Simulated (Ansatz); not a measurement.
GeTe in space group R3m (No. 160; Ge on 3a, Te on 3a) at seven volumes, the program Ansatz at the PBE level (PAW), shape and atoms relaxed at each. One row is withheld.

```csv
V (Å³/atom),P (GPa)
25.671,3.94
26.517,2.34
27.364,?
28.210,0.00
29.056,-0.81
29.903,-1.43
30.749,-1.88
```

Task: Fit the shown pressures and predict the withheld one.

Result: P = (3/2)B₀(x^(7/2) − x^(5/2))[1 + (3/4)(B′ − 4)(x − 1)] with x = (V₀/V)^(2/3). Least squares on the six rows gives V₀ = 28.211 Å³/atom, B₀ = 30.1 GPa, B′ = 7.15. At V = 27.364, x = 1.0205 and P = 1.02 GPa. The run itself gave 1.04 GPa.

The PBE relaxation kept the symmetry of its start. Spin–orbit coupling is left out wherever it is not named.

Potentials: the later of the program's two PAW sets.
